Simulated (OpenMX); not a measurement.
Wanted: the native input for an OpenMX 3.8.5 run.

```yaml
Task: single point
Functional: PBE
Potentials_or_basis: OpenMX 2013 PBE set, Sn7.0-s3p2d2, grid cutoff 500 Ry
k_mesh: 11 × 11 × 11
Occupations: fermi-dirac, width 0.05 eV
Spin: no spin polarisation
Mixing_scheme: rmm-diisk
SCF_threshold: 1e-08 Ha
Solver: band
Max_SCF_cycles: 100
```

The system is Sn.

```
CELL_PARAMETERS angstrom
-1.96923 2.05623 1.62201
2.04455 -2.03890 1.69286
1.97855 2.04822 -1.60084
ATOMIC_POSITIONS crystal
Sn 0.00815 0.00113 0.99938
```

The cell isn't the ideal one: cell strained at random at fixed volume.

The input as run:

Sn.dat

```
System.CurrrentDirectory             ./
System.Name                          Sn
DATA.PATH                            ./DFT_DATA13
level.of.stdout                      1
level.of.fileout                     1
Species.Number                       1
<Definition.of.Atomic.Species
  Sn  Sn7.0-s3p2d2           Sn_PBE13
Definition.of.Atomic.Species>

Atoms.Number                         1
Atoms.SpeciesAndCoordinates.Unit     FRAC
<Atoms.SpeciesAndCoordinates
    1  Sn    0.0081510000    0.0011320000   -0.0006220000   7.000  7.000
Atoms.SpeciesAndCoordinates>

Atoms.UnitVectors.Unit               Ang
<Atoms.UnitVectors
    -1.9692270000    2.0562270000    1.6220070000
     2.0445460000   -2.0389000000    1.6928640000
     1.9785480000    2.0482210000   -1.6008370000
Atoms.UnitVectors>

scf.XcType                           GGA-PBE
scf.SpinPolarization                 off
scf.ElectronicTemperature            580.226
scf.energycutoff                     500.0
scf.maxIter                          100
scf.EigenvalueSolver                 band
scf.Kgrid                            11 11 11
scf.Mixing.Type                      rmm-diisk
scf.Init.Mixing.Weight               0.05
scf.Min.Mixing.Weight                0.001
scf.Max.Mixing.Weight                0.3
scf.Mixing.History                   25
scf.Mixing.StartPulay                8
scf.criterion                        1.0e-8
scf.stress.tensor                    on
MD.Type                              nomd
```

Potentials or basis: OpenMX 2013 PBE set, Sn7.0-s3p2d2, grid cutoff 500 Ry.

Launch:

```bash
$ openmx Sn.dat -nt 1 > Sn.std
```

Results of the run:

- Pressure: -12.0 GPa
- Band gap on the k mesh: none (metal or under the smearing width)

Caveat: the basis of atomic orbitals isn't converged, which shifts pressures, moduli and gaps.

It took 29 s on 1 thread of Arm Neoverse V2, with other jobs on the host, peak memory 0.5 GiB.
